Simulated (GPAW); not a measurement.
# Si/Al(100) in an electric field, part 2 of 2

Wanted: the out-of-plane polarisability of Si/Al(100).

GPAW 26.7.0; GPAW, PAW setups; slab in vacuum, relaxation (the session's first sound run).

So far. Step 8 (In a field): The dipole is now 0.0341 e Å, against -0.016 in the run without a field.

### 9. In a field

Contents of run.py:

```python
import json
import numpy as np
from ase import Atoms
from gpaw import GPAW, PW
from gpaw.external import ConstantElectricField

slab = Atoms(
    ['Al', 'Al', 'Al', 'Al', 'Si'],
    positions=[
        [1.43189, 1.43189, 7.00000],
        [0.00000, 0.00000, 9.02500],
        [1.43189, 1.43189, 11.06958],
        [0.00000, -0.00000, 13.13855],
        [1.43189, 1.43189, 15.03373]],
    cell=[[2.86378, 0.0, 0.0], [0.0, 2.86378, 0.0], [0.0, 0.0, 21.42906]],
    pbc=[True, True, False])

slab.calc = GPAW(mode=PW(400), xc='PBE', kpts={'size': (11, 11, 1), 'gamma': True},
                 occupations={'name': 'fermi-dirac', 'width': 0.1}, nbands='200%',
                 convergence={'density': 1e-05}, maxiter=200,
                 poissonsolver={'dipolelayer': 'xy'},
                 external=ConstantElectricField(0.2, [0, 0, 1]),
                 symmetry={'tolerance': 1e-3}, txt='slab.txt')
result = {}
energy = slab.get_potential_energy()
fermi = slab.calc.get_fermi_level()
v = slab.calc.get_electrostatic_potential().mean((0, 1)) - fermi
n = slab.calc.get_pseudo_density().mean((0, 1))
L = slab.cell[2, 2]
z = np.arange(len(v)) * L / len(v)
low, high = slab.positions[:, 2].min(), slab.positions[:, 2].max()
below, above = np.interp([low - 4.8, high + 4.8], z, v)
slopes = [np.interp(x, z, np.gradient(v, z)) for x in (low - 4.8, high + 4.8)]
eps = np.array([[slab.calc.get_eigenvalues(k, s) for k in range(len(slab.calc.get_ibz_k_points()))]
                for s in range(slab.calc.get_number_of_spins())]) - fermi
top, bottom = eps[eps < 0].max(), eps[eps > 0].min()
dipole = slab.get_dipole_moment()[2]
print(f'energy {energy:.4f} eV, Fermi level {fermi:.4f} eV, dipole {dipole:.5f} e A')
print(f'potential 4.8 A off the faces, from the Fermi level: lower {below:.4f} eV, upper {above:.4f} eV')
print(f'slope of the potential there: lower {slopes[0]:.5f}, upper {slopes[1]:.5f} eV/A')
print(f'nearest levels on the mesh: {top:.4f} and {bottom:.4f} eV')
print('magnetic moment', round(slab.get_magnetic_moment(), 3))
result.update(energy=energy, fermi=fermi, dipole=dipole, below=below, above=above, slopes=slopes, edges=[top, bottom],
              z=z.tolist(), v=v.tolist(), n=n.tolist(), positions=slab.positions.tolist(),
              forces=slab.get_forces(apply_constraint=False).tolist(), moments=slab.get_magnetic_moments().tolist())
json.dump(result, open('result.json', 'w'))
```

Run with:

```console
OMP_NUM_THREADS=1 OPENBLAS_NUM_THREADS=1 python run.py
```

Log:

```text
energy -19.0981 eV, Fermi level 1.1347 eV, dipole 0.08454 e A
potential 4.8 A off the faces, from the Fermi level: lower 5.3670 eV, upper 3.5018 eV
slope of the potential there: lower -0.00074, upper 0.00016 eV/A
nearest levels on the mesh: -0.2096 and 0.0295 eV
magnetic moment 0.0
```

Run time: 97 s. Hardware: 1 thread of Arm Neoverse N1, shared host; peak memory 0.26 GiB.

The dipole is now 0.0845 e Å, against -0.016 in the run without a field.

### 10. In a field

Edit run.py of step 9 so:

```diff
@@ -21,3 +21,3 @@
                  poissonsolver={'dipolelayer': 'xy'},
-                 external=ConstantElectricField(0.2, [0, 0, 1]),
+                 external=ConstantElectricField(0.3, [0, 0, 1]),
                  symmetry={'tolerance': 1e-3}, txt='slab.txt')
```

Log:

```text
energy -19.1091 eV, Fermi level 1.1421 eV, dipole 0.13499 e A
potential 4.8 A off the faces, from the Fermi level: lower 5.9083 eV, upper 2.9301 eV
slope of the potential there: lower -0.00090, upper 0.00012 eV/A
nearest levels on the mesh: -0.2095 and 0.0307 eV
magnetic moment 0.0
```

Wall time 1.7 min (1 thread); peak memory 0.26 GiB.

The dipole is now 0.135 e Å, against -0.016 in the run without a field.

### 11. The series

The members are put on one axis.

This step: induced dipole against applied field (GPAW 26.7.0).

The dipole along the normal by field:

```tsv
field (V/Å)	dipole along the normal (e·Å)
-0.200	-0.117
-0.100	-0.0666
-0.050	-0.0414
0.000	-0.0163
0.050	0.00894
0.100	0.0341
0.200	0.0845
0.300	0.135
```

### 12. A changed run

One more run, with changed settings.

This step: GPAW, PAW setups; slab in vacuum (GPAW 26.7.0).

Edit run.py of step 10 so:

```diff
@@ -4,3 +4,2 @@
 from gpaw import GPAW, PW
-from gpaw.external import ConstantElectricField
 
@@ -19,5 +18,4 @@
                  occupations={'name': 'fermi-dirac', 'width': 0.1}, nbands='200%',
-                 convergence={'density': 1e-05}, maxiter=200,
+                 convergence={'density': 1e-05}, maxiter=50,
                  poissonsolver={'dipolelayer': 'xy'},
-                 external=ConstantElectricField(0.3, [0, 0, 1]),
                  symmetry={'tolerance': 1e-3}, txt='slab.txt')
@@ -31,4 +29,4 @@
 low, high = slab.positions[:, 2].min(), slab.positions[:, 2].max()
-below, above = np.interp([low - 4.8, high + 4.8], z, v)
-slopes = [np.interp(x, z, np.gradient(v, z)) for x in (low - 4.8, high + 4.8)]
+below, above = np.interp([low - 1.0, high + 1.0], z, v)
+slopes = [np.interp(x, z, np.gradient(v, z)) for x in (low - 1.0, high + 1.0)]
 eps = np.array([[slab.calc.get_eigenvalues(k, s) for k in range(len(slab.calc.get_ibz_k_points()))]
@@ -38,3 +36,3 @@
 print(f'energy {energy:.4f} eV, Fermi level {fermi:.4f} eV, dipole {dipole:.5f} e A')
-print(f'potential 4.8 A off the faces, from the Fermi level: lower {below:.4f} eV, upper {above:.4f} eV')
+print(f'potential 1.0 A off the faces, from the Fermi level: lower {below:.4f} eV, upper {above:.4f} eV')
 print(f'slope of the potential there: lower {slopes[0]:.5f}, upper {slopes[1]:.5f} eV/A')
```

Log:

```text
energy -19.0912 eV, Fermi level 1.1174 eV, dipole -0.01626 e A
potential 1.0 A off the faces, from the Fermi level: lower 0.6058 eV, upper 1.2720 eV
slope of the potential there: lower -8.38932, upper 8.83401 eV/A
nearest levels on the mesh: -0.2096 and 0.0272 eV
magnetic moment 0.0
```

The job ended after 38 s (1 thread; peak memory 0.18 GiB).

The run finished. A setting was moved off its sound value on purpose, so it serves as a test and not as the result.

The fault put into the input: the potential probed 1 A off the face (probe = 1.0).

### 13. What came out

| Quantity | Value |
| --- | --- |
| work function, upper and lower face | 4.649 and 4.291 eV |
| dipole along the normal | -0.0163 e Å |
| induced dipole per field | 0.504 e Å per V/Å |
| out-of-plane polarisability per area, α/(ε0 A) | 11.1 Å |

What this shows: The field induces 0.504 e Å per V/Å, a polarisable thickness α/(ε0 A) of 11.1 Å beside 8.03 Å between the outermost nuclei. A perfect conductor would give the distance between its two image planes; a dielectric of thickness t gives t(1 - 1/ε). The two faces differ by 0.36 eV, the step that the slab's dipole makes (e p/(ε0 A) gives 0.36 eV), so the dipole layer is needed. The induced dipole is linear in the field over this range. The cell of 8.20 Å² holds one Si, started on one chosen site; other sites and coverages weren't tried. The in-plane lattice was kept as typed, which isn't the functional's own and leaves some strain; spin-orbit coupling and temperature are left out.

[Logs are printed without paths, hosts, clocks, repeated set-up lines and the standing remarks that a program may print on its own settings, such as how far it seeks lower states.]

[Hosts, paths, dates, database ids (printed as entryN), source tags and the programs' standing remarks are cut or masked in the printed files.]
